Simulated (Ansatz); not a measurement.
# SnO2 (I4_1/amd) in Ansatz: settings compared

The runs below take SnO2 through relaxation of cell and atoms, with PBEsol, r2SCAN, LDA, PBE.

Everything below comes from runs of Ansatz 0.2.0. Logs are shortened: lines on timing, memory, paths and dates and some standing lists are left out, and cuts for length are marked.

**1. Starting point**

The structure is tetragonal, space group I4_1/amd (No. 141). Conventional cell: a = 4.000 Å, b = 4.000 Å, c = 10.247 Å, α = 90.00°, β = 90.00°, γ = 90.00°. Sn (site symmetry -4m2) is surrounded by 6 O at 2.06 to 2.09 Å. O (site symmetry 2mm) has 3 Sn at 2.06 to 2.09 Å as nearest neighbours.

Measurements of this composition are mostly on another form, of space group No. 136.

**2. Relaxation of cell and atoms, PBEsol**

The input, input.yaml:

```yaml
crystal:
  lattice:
    - [-2.0000686112, 2.0000686112, 5.1236788559]
    - [2.0000686112, -2.0000686112, 5.1236788559]
    - [2.0000686112, 2.0000686112, -5.1236788559]
  atoms:
    - { symbol: Sn, position: [0.0, 0.0, 0.0] }
    - { symbol: Sn, position: [0.75, 0.25, 0.5] }
    - { symbol: O, position: [0.54652259, 0.04652259, 0.5] }
    - { symbol: O, position: [0.20347741, 0.20347741, 0.0] }
    - { symbol: O, position: [0.95347741, 0.45347741, 0.5] }
    - { symbol: O, position: [0.79652259, 0.79652259, 0.0] }
hamiltonian:
  xc: pbesol
  pseudopotentials: { kind: paw }
kpoints:
  mp_grid: { grid: [9, 9, 9] }
scf:
  occupations: { method: fermi_dirac, width: 0.05 }
output:
  forces: true
  stress: true
  eigenvalues: true
  write_density: true
  write_potential: true
  elf: true
  volumetric_format: npy
relax:
  f_tol: 0.01
  max_steps: 40
  cell: { stress_tol: 0.05 }
```

Potentials or basis: Ansatz PAW.

The run is started by

```
ansatz run input.yaml --threads 2 --pin off --max-ram 5632MiB --backend cpu --events-out ev --progress --plain --runs-dir out
```

Output:

```text
Warning: RAYON_NUM_THREADS=2 ignored (pool sized by the plan → 2); use --threads N
Engine: ansatz 0.2.0, x86_64-unknown-linux-gnu
Pseudopotentials: kind: paw
Pseudopotential: Sn, paw, valence charge 14, recommended cutoff 420 eV (normal), Sn.paw.azcp
Pseudopotential: O, paw, valence charge 6, recommended cutoff 420 eV (normal), O.paw.azcp
Functional definition: PBEsol
  exchange = pbesol_x
  correlation = pbesol_c
Crystal: 6 atoms, lattice volume = 81.984 Å³
Basis set: ecut = 420 eV, 1605 PW (Γ), exchange–correlation on 80×80×80 points (8 copies of the dense FFT grid, shifted against one another)
Bands: 32, of which v1, the nominal top of the filled ones, is band 26 counted from 1 (25 counted from 0)
Symmetry: 16 space group operations
Space group: I41/amd (ITA 141), of the structure as read, at distance tolerance 4.3e-5 Å
k-points: 75 of 729
Non-local potential: Sn, projectors of the file, l = 0: 2, l = 1: 2, l = 2: 2, l = 3: 2
Non-local potential: O, projectors of the file, l = 0: 2, l = 1: 2, l = 2: 1
PAW form: soft (Blöchl's): semilocal exchange-correlation on the pseudo side does not see the compensation charge
PAW frozen core: Sn, regenerated for the run's functional, and the local potential with it (the file was generated under x = pbe(κ = 0.804, μ = 0.2195149727645171), c = pbe(β = 0.06672455060314922))
PAW frozen core: O, regenerated for the run's functional, and the local potential with it (the file was generated under x = pbe(κ = 0.804, μ = 0.2195149727645171), c = pbe(β = 0.06672455060314922))
PAW one-centre angular grid: Sn, 590 points (default); XC on 64 Gauss nodes
PAW one-centre angular grid: O, 110 points (default); XC on 64 Gauss nodes
Initial density: superposition of atomic densities (neutral atoms: chi_scale 0, normalization atom), corrected by the library's trained network
Initial wavefunctions: pseudopotential atomic-orbital guess
Functional: x = pbesol(κ = 0.804, μ = 0.12345679012345678), c = pbesol(β = 0.046)
SCF iter   1: F=—  HF=-14142.651403 eV  |F-HF|=—  |Δ(HF+E_count)|=         —  Δρ=1.36e-2  dr2=1.18e-1  ethr=1.77e-3  ⟨swp⟩=6.2  Hψ=10702  notcnv=0  defer=10
preconditioner: auto → Resta (q_TF=auto, 2.529 Å⁻¹)  ε∞=3.4  [insulator: Δε(μ)=1.448 eV  Ē_g=19.115 eV  σ=0.050 eV  W_gap=1.00  n_scr=24 (ndim 8)  ℏωp=29.6 eV  f_vac=0.141  D(μ)=0.00/eV (n_scr^D=0)  ε∞_Penn≈3.4]
SCF iter   2: F=—  HF=-14142.619807 eV  |F-HF|=—  |Δ(HF+E_count)|=   3.16e-2  Δρ=2.19e-3  dr2=1.72e-3  ethr=2.27e-4  ⟨swp⟩=2.0  Hψ=4024  notcnv=0  defer=140
SCF iter   3: F=—  HF=-14142.619763 eV  |F-HF|=—  |Δ(HF+E_count)|=   4.44e-5  Δρ=9.43e-4  dr2=4.30e-4  ethr=3.31e-6  ⟨swp⟩=2.1  Hψ=4178  notcnv=0  defer=140
SCF iter   4: F=—  HF=-14142.619928 eV  |F-HF|=—  |Δ(HF+E_count)|=   1.65e-4  Δρ=2.72e-4  dr2=5.80e-5  ethr=8.28e-7  ⟨swp⟩=2.9  Hψ=4320  notcnv=0  defer=140
SCF iter   5: F=—  HF=-14142.619971 eV  |F-HF|=—  |Δ(HF+E_count)|=   4.32e-5  Δρ=4.31e-5  dr2=2.37e-6  ethr=1.11e-7  ⟨swp⟩=2.9  Hψ=4080  notcnv=0  defer=140
SCF iter   6: F=-14142.619976 eV  HF=-14142.619976 eV  |F-HF|=8.74e-8  |Δ(HF+E_count)|=   4.64e-6  Δρ=7.40e-6  dr2=6.94e-8  ethr=1.92e-10  ⟨swp⟩=12.9  Hψ=19484  notcnv=0
SCF 1 converged in 6 iterations: F = -14142.619976 eV  dr2 = 6.94e-8
relax step   1: F+E_penalty+E_count = -14142.61997572 eV  Δ(F+E_penalty+E_count) = +0.000e0 eV  max|allowed force component| = 8.064e-2 eV/Å  Δτ_max = 0.0000 Å  P = +0.676 GPa  Ω = 81.984 Å³  (6 SCF iters, dr2 threshold 1.00e-7 eV, accepted)
[... 10 lines left out ...]
relax step   2: F+E_penalty+E_count = -14142.61996267 eV  Δ(F+E_penalty+E_count) = +1.305e-5 eV  max|allowed force component| = 3.126e-2 eV/Å  Δτ_max = 0.0059 Å  P = +0.052 GPa  Ω = 82.381 Å³  energy of the carried Pulay correction = -1.997e-3 eV  (4 SCF iters, dr2 threshold 6.00e-7 eV, accepted)
[... 5 lines left out ...]
relax step   6: F+E_penalty+E_count = -14142.62253327 eV  Δ(F+E_penalty+E_count) = -2.492e-3 eV  max|allowed force component| = 6.234e-5 eV/Å  Δτ_max = 0.0000 Å  P = +0.043 GPa  Ω = 82.439 Å³  stress off target by 5.73e-2 GPa  SCF on the basis re-selected at this cell (its energy is not comparable with the rows above)  (5 SCF iters)
[... 9 lines left out ...]
relax step   7: F+E_penalty+E_count = -14142.62243617 eV  Δ(F+E_penalty+E_count) = +9.709e-5 eV  max|allowed force component| = 3.655e-5 eV/Å  Δτ_max = 0.0002 Å  P = +0.001 GPa  Ω = 82.458 Å³  energy of the carried Pulay correction = -1.023e-4 eV  (4 SCF iters, dr2 threshold 8.20e-9 eV, accepted)
[... 7 lines left out ...]
relax step   8: F+E_penalty+E_count = -14142.62252200 eV  Δ(F+E_penalty+E_count) = -8.582e-5 eV  max|allowed force component| = 3.304e-6 eV/Å  Δτ_max = 0.0000 Å  P = +0.002 GPa  Ω = 82.458 Å³  stress off target by 3.86e-3 GPa  SCF on the basis re-selected at this cell (its energy is not comparable with the rows above)  (5 SCF iters)
basis re-selected at this cell: Δ(F+E_penalty+E_count) = -8.582e-5 eV, ΔP = +0.001 GPa vs the last step (what re-selecting the basis moved, of the pressure what is left beyond the Pulay correction that the steps carried, after the strain that the cell walked since its last selection, with what the two solves' SCF thresholds leave and, on support functions, any second-order correction that the steps lacked; it is no measure of the basis error at this ecutwfc). This SCF's stress stands 3.86e-3 GPa from its target on what of the cell is left free (relax.cell.stress_tol is 5.00e-2 GPa) and its largest allowed force component is 3.30e-6 eV/Å (relax.f_tol is 1.00e-2 eV/Å): within both
SCF converged after 5 iterations
Free energy (F): -14142.622522 eV
Harris-Foulkes:  -14142.622522 eV  (|F-HF|=2.18e-11)
Internal energy: -14142.622522 eV  (E = F + TS)
E sigma→0 (E₀):  -14142.622522 eV
Fermi energy:    7.671081 eV
--- Per-component energies (eV) ---
  E_band       = -229.941650
  E_kinetic    = 1078.898421
  E_local      = -3578.538157  (includes V_loc(G=0)·N_el)
  E_nonlocal   = 138.977155
  E_hartree    = 1789.851291
  E_xc         = -1043.173602
  E_vxc        = -560.952851  (∫ρ·V_xc dr)
  E_paw        = -8762.981375  (= ΣΔE_a)
  E_vpaw       = -888.038776  (= ΣTr[D̂ρ^β])
  E_aug_tail   = 0.009802  (compensation charges beyond the density's cutoff)
  E_ewald      = -3766.376888
  E_core_change = 0.710831  (= ΣΔE_core)
  E_smearing   = -0.000000  (= −TS)
  E_closure    = -0.000000  (closes the sum)
  Σ components = -14142.622522   (vs F -14142.622522, Δ=0.00e0)
--- Forces (eV/Å), atoms counted from 1 ---
  atom   1  Sn    -0.00000000     0.00000000     0.00000000
  atom   2  Sn    -0.00000000     0.00000000     0.00000000
  atom   3  O      0.00000000     0.00000000    -0.00000330
  atom   4  O      0.00000000     0.00000000     0.00000330
  atom   5  O      0.00000000     0.00000000     0.00000330
  atom   6  O      0.00000000     0.00000000    -0.00000330
  max |Σ_I F_I| component: 8.02e-18 eV/Å
--- Stress (GPa, compression-positive) ---
        0.003859      -0.000000       0.000000
       -0.000000       0.003859      -0.000000
        0.000000       0.000000      -0.001331
  P = ⅓ Tr σ = 0.0021 GPa (0.021 kbar)
--- Band table (eV; the first three rows and the last of 75) ---
  k-point 0: bands = ["-13.5473", "-13.5153", "-13.3796", "-12.8453", "-12.7353", "-12.7353", "-12.5952", "-12.5765", "-12.5765", "-12.5522", "-11.5192", "-8.8854", "-8.1389", "-7.9278", "1.7620", "2.0319", "2.0319", "2.6998", "3.3812", "3.3812", "5.0906", "5.7262", "6.1362", "6.1362", "6.4211", "6.4211", "8.3294", "12.2990", "16.0260", "16.5192", "16.5536", "18.2678"]
[... 3 lines left out ...]
--- Relaxed structure (6 steps of the walk, 6 accepted, 2 SCFs on fresh bases) ---
  F+E_penalty+E_count = -14142.62252200 eV   max|allowed force component| = 3.304e-6 eV/Å   (the final SCF, on the basis selected at the relaxed cell)
  cell:  # Å, volume = 82.4585 Å³
    - [-2.0057545078536014, 2.0057545078536014, 5.124125497266796]
    - [2.0057545078536014, -2.0057545078536014, 5.124125497266796]
    - [2.0057545078536014, 2.0057545078536014, -5.124125497266796]
  atoms:
    - { symbol: Sn, position: [1.763384934565491e-21, 1.763384934565482e-21, -3.156485878266171e-35] }
    - { symbol: Sn, position: [0.7500000000000001, 0.24999999999999994, 0.5000000000000001] }
    - { symbol: O, position: [0.5470810373891309, 0.0470810373891308, 0.5000000000000001] }
    - { symbol: O, position: [0.2029189626108692, 0.2029189626108692, 4.3625663740380017e-35] }
    - { symbol: O, position: [0.952918962610869, 0.452918962610869, 0.5] }
    - { symbol: O, position: [0.7970810373891312, 0.7970810373891312, -1.8469980672489486e-35] }
```

It took 2.4 min on 2 threads of Intel Xeon at 2.50GHz (Skylake/Cascade Lake), shared host; peak memory 0.52 GiB.

What came out:

| Item | Value |
| --- | --- |
| Free energy | -14142.6225 eV |
| Relaxed volume | 13.74 Å³/atom |
| Relaxed cell | a = 5.857 Å, b = 5.857 Å, c = 5.857 Å, α = 139.95°, β = 139.95°, γ = 57.94° |
| Space group after relaxing (to 0.05 Å) | I4_1/amd (No. 141) |
| Energy gained by relaxing | 0.4 meV/atom |
| Ionic steps | 8 |
| Pressure after relaxing | 0.0 GPa |
| Band gap on the k mesh | 1.54 eV, indirect (least direct gap 1.91 eV) |

Step by step:
| step | energy change (eV) | largest force (eV/Å) | volume (Å³) |
| --- | --- | --- | --- |
| 1 | 0.0000 | 0.0806 | 81.98 |
| 2 | 0.0000 | 0.0313 | 82.38 |
| 3 | 0.0000 | 0.0023 | 82.44 |
| 4 | 0.0002 | 0.0147 | 82.48 |
| 5 | -0.0001 | 0.0003 | 82.44 |
| 6 | -0.0026 | 0.0001 | 82.44 |
| 7 | -0.0025 | 0.0000 | 82.46 |
| 8 | -0.0025 | 0.0000 | 82.46 |

Final structure:
```
CELL_PARAMETERS angstrom
-2.00575 2.00575 5.12413
2.00575 -2.00575 5.12413
2.00575 2.00575 -5.12413
ATOMIC_POSITIONS crystal
Sn 0.00000 0.00000 0.00000
Sn 0.75000 0.25000 0.50000
O 0.54708 0.04708 0.50000
O 0.20292 0.20292 0.00000
O 0.95292 0.45292 0.50000
O 0.79708 0.79708 0.00000
```

Caveat: odd divisions of the mesh miss points on the zone boundary, where band edges often lie, so the gap on the mesh can be too wide; the plane-wave basis is chosen anew once the cell has moved, so the energies of steps on either side of that aren't comparable; the pressure holds a Pulay correction of +0.8 GPa for the finite cutoff; spin-orbit coupling is left out, which moves the levels of the heavy elements; the PAW data sets come from PBE, with cores solved anew for the run's functional, which leaves a small shift of forces and pressure. A k mesh can miss the band edges.

**3. Relaxation of cell and atoms, r2SCAN**

Edit input.yaml of step 2 so:

```diff
@@ -13,3 +13,3 @@
 hamiltonian:
-  xc: pbesol
+  xc: r2scan
   pseudopotentials: { kind: paw }
@@ -23,6 +23,2 @@
   eigenvalues: true
-  write_density: true
-  write_potential: true
-  elf: true
-  volumetric_format: npy
 relax:
```

Potentials or basis: Ansatz PAW.

The run is started by

```
ansatz run input.yaml --threads 2 --pin off --max-ram 5632MiB --backend cpu --events-out ev --progress --plain --runs-dir out
```

It took 2.2 min on 2 threads of Intel Xeon at 2.50GHz (Skylake/Cascade Lake), shared host; peak memory 0.69 GiB.

The run converged. Its results:

```yaml
Free_energy: -14351.9134 eV
Relaxed_volume: 13.60 Å³/atom
Relaxed_cell: a = 5.833 Å, b = 5.833 Å, c = 5.833 Å, α = 139.91°, β = 139.91°, γ = 57.99°
Space_group_after_relaxing_to_0.05_Å: I4_1/amd (No. 141)
Energy_gained_by_relaxing: 0.2 meV/atom
Ionic_steps: 5
Pressure_after_relaxing: 0.0 GPa
Band_gap_on_the_k_mesh: 2.33 eV, indirect (least direct gap 2.74 eV)
```

Step by step:
```tsv
step	energy change (eV)	largest force (eV/Å)	volume (Å³)
1	0.0000	0.0508	81.98
2	-0.0015	0.0126	81.60
3	-0.0016	0.0056	81.58
4	-0.0016	0.0003	81.60
5	-0.0014	0.0003	81.60
```

Final structure:
```yaml
crystal:
  lattice:
    - [-1.99954, 1.99954, 5.10208]
    - [1.99954, -1.99954, 5.10208]
    - [1.99954, 1.99954, -5.10208]
  atoms:
    - { symbol: Sn, position: [0.00000, 0.00000, 0.00000] }
    - { symbol: Sn, position: [0.75000, 0.25000, 0.50000] }
    - { symbol: O, position: [0.54637, 0.04637, 0.50000] }
    - { symbol: O, position: [0.20363, 0.20363, 0.00000] }
    - { symbol: O, position: [0.95363, 0.45363, 0.50000] }
    - { symbol: O, position: [0.79637, 0.79637, 0.00000] }
```

Levels at points of the mesh, in eV from the valence-band top:
| k point | band 23 | band 24 | band 25 | band 26 | band 27 | band 28 | band 29 | band 30 |
| --- | --- | --- | --- | --- | --- | --- | --- | --- |
| (0.00, 0.00, 0.00) | -0.66 | -0.66 | -0.41 | -0.41 | 2.33 | 6.38 | 10.01 | 10.65 |

Caveat: odd divisions of the mesh miss points on the zone boundary, where band edges often lie, so the gap on the mesh can be too wide; the plane-wave basis is chosen anew once the cell has moved, so the energies of steps on either side of that aren't comparable; spin-orbit coupling is left out, which moves the levels of the heavy elements; the PAW data sets come from PBE, with cores solved anew for the run's functional, which leaves a small shift of forces and pressure.

**4. Relaxation of cell and atoms, LDA**

Edit input.yaml of step 3 so:

```diff
@@ -13,3 +13,3 @@
 hamiltonian:
-  xc: r2scan
+  xc: lda
   pseudopotentials: { kind: paw }
```

The run is started by

```
ansatz run input.yaml --threads 2 --pin off --max-ram 5632MiB --backend cpu --events-out ev --progress --plain --runs-dir out
```

Run time: 72 s. Hardware: 2 threads of Intel Xeon at 2.50GHz (Skylake/Cascade Lake), shared host; peak memory 0.48 GiB.

It converged, with:

| Quantity | Value |
| --- | --- |
| Free energy | -13979.8205 eV |
| Relaxed volume | 13.39 Å³/atom |
| Relaxed cell | a = 5.814 Å, b = 5.814 Å, c = 5.814 Å, α = 140.05°, β = 140.05°, γ = 57.78° |
| Space group after relaxing (to 0.05 Å) | I4_1/amd (No. 141) |
| Energy gained by relaxing | 3.8 meV/atom |
| Ionic steps | 6 |
| Pressure after relaxing | 0.0 GPa |
| Band gap on the k mesh | 1.73 eV, indirect (least direct gap 2.13 eV) |

The path:
| step | energy change (eV) | largest force (eV/Å) | volume (Å³) |
| --- | --- | --- | --- |
| 1 | 0.0000 | 0.1921 | 81.98 |
| 2 | -0.0316 | 0.0098 | 80.41 |
| 3 | -0.0318 | 0.0014 | 80.39 |
| 4 | -0.0228 | 0.0014 | 80.39 |
| 5 | -0.0232 | 0.0006 | 80.32 |
| 6 | -0.0227 | 0.0006 | 80.32 |

Final structure:
```
Sn O
1.0
    -1.98611    1.98611    5.09019
     1.98611   -1.98611    5.09019
     1.98611    1.98611   -5.09019
Sn O
2 4
Direct
  0.00000 0.00000 0.00000
  0.75000 0.25000 0.50000
  0.54700 0.04700 0.50000
  0.20300 0.20300 0.00000
  0.95300 0.45300 0.50000
  0.79700 0.79700 0.00000
```

Levels at points of the mesh, in eV from the valence-band top:
| k point | band 24 | band 25 | band 26 | band 27 | band 28 | band 29 |
| --- | --- | --- | --- | --- | --- | --- |
| (0.00, 0.00, 0.00) | -0.68 | -0.40 | -0.40 | 1.73 | 5.65 | 9.11 |

Caveat: odd divisions of the mesh miss points on the zone boundary, where band edges often lie, so the gap on the mesh can be too wide; the plane-wave basis is chosen anew once the cell has moved, so the energies of steps on either side of that aren't comparable; the pressure holds a Pulay correction of +1.0 GPa for the finite cutoff; spin-orbit coupling is left out, which moves the levels of the heavy elements; the PAW data sets come from PBE, with cores solved anew for the run's functional, which leaves a small shift of forces and pressure.

**5. Relaxation of cell and atoms, PBE**

Edit input.yaml of step 4 so:

```diff
@@ -13,3 +13,3 @@
 hamiltonian:
-  xc: lda
+  xc: pbe
   pseudopotentials: { kind: paw }
@@ -23,2 +23,6 @@
   eigenvalues: true
+  write_density: true
+  write_potential: true
+  elf: true
+  volumetric_format: npy
 relax:
```

The run is started by

```
ansatz run input.yaml --threads 2 --pin off --max-ram 5632MiB --backend cpu --events-out ev --progress --plain --runs-dir out
```

Wall time 1.8 min (2 threads of Intel Xeon at 2.50GHz (Skylake/Cascade Lake), shared host); peak memory 0.52 GiB.

Results (log left out):

| Property | Result |
| --- | --- |
| Free energy | -14317.6301 eV |
| Relaxed volume | 14.18 Å³/atom |
| Relaxed cell | a = 5.921 Å, b = 5.921 Å, c = 5.921 Å, α = 139.98°, β = 139.98°, γ = 57.89° |
| Space group after relaxing (to 0.05 Å) | I4_1/amd (No. 141) |
| Energy gained by relaxing | 9.0 meV/atom |
| Ionic steps | 7 |
| Pressure after relaxing | 0.0 GPa |
| Band gap on the k mesh | 1.32 eV, indirect (least direct gap 1.66 eV) |

The path:
| step | energy change (eV) | largest force (eV/Å) | volume (Å³) |
| --- | --- | --- | --- |
| 1 | 0.0000 | 0.0404 | 81.98 |
| 2 | -0.0374 | 0.0359 | 84.71 |
| 3 | -0.0373 | 0.0237 | 84.90 |
| 4 | -0.0374 | 0.0026 | 84.92 |
| 5 | -0.0539 | 0.0022 | 84.92 |
| 6 | -0.0533 | 0.0002 | 85.08 |
| 7 | -0.0540 | 0.0003 | 85.08 |

Final structure:
```cif
data_structure
_symmetry_space_group_name_H-M 'P 1'
_symmetry_Int_Tables_number 1
_cell_length_a 5.9209
_cell_length_b 5.9209
_cell_length_c 5.9209
_cell_angle_alpha 139.978
_cell_angle_beta 139.978
_cell_angle_gamma 57.887
_cell_volume 85.08
loop_
_atom_site_label
_atom_site_type_symbol
_atom_site_fract_x
_atom_site_fract_y
_atom_site_fract_z
_atom_site_occupancy
Sn1 Sn 0.00000 0.00000 0.00000 1
Sn2 Sn 0.75000 0.25000 0.50000 1
O1 O 0.54759 0.04759 0.50000 1
O2 O 0.20241 0.20241 0.00000 1
O3 O 0.95241 0.45241 0.50000 1
O4 O 0.79759 0.79759 0.00000 1
```

Levels at points of the mesh, in eV from the valence-band top:
| k point | band 22 | band 23 | band 24 | band 25 | band 26 | band 27 | band 28 | band 29 | band 30 | band 31 |
| --- | --- | --- | --- | --- | --- | --- | --- | --- | --- | --- |
| (0.00, 0.00, 0.00) | -1.05 | -0.63 | -0.63 | -0.34 | -0.34 | 1.32 | 5.28 | 9.30 | 9.62 | 9.75 |

Caveat: odd divisions of the mesh miss points on the zone boundary, where band edges often lie, so the gap on the mesh can be too wide; the plane-wave basis is chosen anew once the cell has moved, so the energies of steps on either side of that aren't comparable; the pressure holds a Pulay correction of +0.7 GPa for the finite cutoff; spin-orbit coupling is left out, which moves the levels of the heavy elements. A k mesh can miss the band edges.

**6. The runs side by side**

| level | cutoff (eV) | gap on the mesh (eV) | pressure (GPa) | relaxed volume (Å³/atom) |
| --- | --- | --- | --- | --- |
| PBEsol | 420 | 1.54 | 0.0 | 13.74 |
| r2SCAN | 500 | 2.33 | 0.0 | 13.60 |
| LDA | 420 | 1.73 | 0.0 | 13.39 |
| PBE | 420 | 1.32 | 0.0 | 14.18 |

Alike in all rows: task relaxation of cell and atoms; potentials or basis Ansatz PAW; no spin polarisation; cell relaxed; k mesh 9 × 9 × 9; smearing fermi-dirac 0.05 eV.

Caveats: odd divisions of the mesh miss points on the zone boundary, where band edges often lie, so the gap on the mesh can be too wide; the plane-wave basis is chosen anew once the cell has moved, so the energies of steps on either side of that aren't comparable; spin-orbit coupling is left out, which moves the levels of the heavy elements; the PAW data sets come from PBE, with cores solved anew for the run's functional, which leaves a small shift of forces and pressure (some runs).

Total energies depend on the potentials used, so only differences within one code and one set of settings carry meaning.
